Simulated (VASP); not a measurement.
Write the native input for VASP 6.6.1 that does the following.

* Task: single point
* Functional: PBE
* Potentials or basis: VASP PAW PBE potentials, release 64 (Hg, Se)
* Cutoff: 520 eV
* k mesh: 8 × 8 × 8
* Occupations: fermi-dirac, width 0.05 eV
* Spin: no spin polarisation
* Further INCAR settings: ALGO = Normal; EDIFF = 1e-07; NBANDS = 16

The structure of HgSe lies in POSCAR:

```
HgSe
1.0
    0.0000000000      3.0390000000      3.0390000000
    3.0390000000      0.0000000000      3.0390000000
    3.0390000000      3.0390000000      0.0000000000
Hg Se
1 1
Direct
    0.0000000000      0.0000000000      0.0000000000
    0.7500000000      0.7500000000      0.7500000000
```

These files were run (other wordings do the same):

INCAR

```
PREC     = Accurate       # precision mode
ENCUT    = 520            # plane-wave cutoff, eV
EDIFF    = 1E-7           # SCF threshold, eV
ISMEAR   = -1             # smearing method
SIGMA    = 0.05           # smearing width, eV
LREAL    = F              # projectors in reciprocal space
LASPH    = T              # aspherical terms in the spheres
NELM     = 80             # most SCF steps
ALGO     = Normal         # electronic algorithm
ISIF     = 2              # what is computed and relaxed
LWAVE    = F              # write WAVECAR
LCHARG   = F              # write CHGCAR
GGA      = PE             # functional
NBANDS   = 16             # bands
```

KPOINTS

```
Automatic mesh
0
Gamma
  8 8 8
```

Potentials or basis: VASP PAW PBE potentials, release 64 (Hg, Se).

Launch:

```bash
$ cat potpaw_PBE.64/Hg/POTCAR potpaw_PBE.64/Se/POTCAR > POTCAR
$ mpirun -np 1 vasp_std > vasp.out
```

It gave:

```yaml
Pressure: 5.0 GPa
Band_gap_on_the_k_mesh: none (metal or under the smearing width)
```

It took 17 s on 1 thread of Intel(R) Xeon(R) Platinum 8488C (Sapphire Rapids) (shared host), peak memory 0.18 GiB.
